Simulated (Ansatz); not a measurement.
# A correction line for PBE-D4/def2-TZVPP: atomisation enthalpy at 298 K

The atomisation enthalpy at 298 K in kJ/mol of 7 N-containing molecules: x at PBE-D4/def2-TZVPP, y from tabulated heats of molecules and atoms (Active Thermochemical Tables, CRC Handbook of Chemistry and Physics, NIST-JANAF tables). Shapes, held fixed at every level: PBE0-D4/def2-TZVP. Flexible molecules stand in one conformer, not always the lowest. Computed values hold a harmonic thermal term (PBE0-D4/def2-TZVP) and the atoms' spin-orbit lowering. Programs: Ansatz 0.2.0.

| molecule | x (kJ/mol) | y (kJ/mol) |
| --- | --- | --- |
| NF3 (nitrogen trifluoride) | 1005 | 843 |
| N2 (nitrogen) | 1006 | 945 |
| N2H4 (hydrazine) | 1779 | 1721 |
| CH3N (methanimine) | 1809 | ? |
| CH5N (methylamine) | 2339 | 2300 |
| C2H3N (acetonitrile) | 2571 | 2486 |
| CH4N2O (urea) | 3158 | 3029 |

Problem. Fit y = c + s·x to the known rows and predict y for CH3N.

Solution. 
1. Means of the 6 rows: x = 1976.33, y = 1887.3.
2. Σ(Δx)² = 3805467, Σ(Δx·Δy) = 3816333, so the slope is 3816333/3805467 = 1.0029.
3. Intercept: 1887.3 − (1.0029) × 1976.33 = -94.8. The largest residual of the fit is 70.
4. CH3N: -94.8 + 1.0029 × 1809 = 1719 kJ/mol.

The tabulated heats give 1755 kJ/mol, so the prediction is off by -36 kJ/mol, within the largest residual. Uncorrected, PBE-D4/def2-TZVPP misses CH3N by +54 kJ/mol, and the other rows by 89 on average. With references in doubt, neither the misses nor the line can be laid on the level alone. Left out in turn, the other rows are missed by 61 kJ/mol on average. The tabulated value of CH4N2O is in doubt (older tables, estimates, or at odds with other calculations) and kept here.
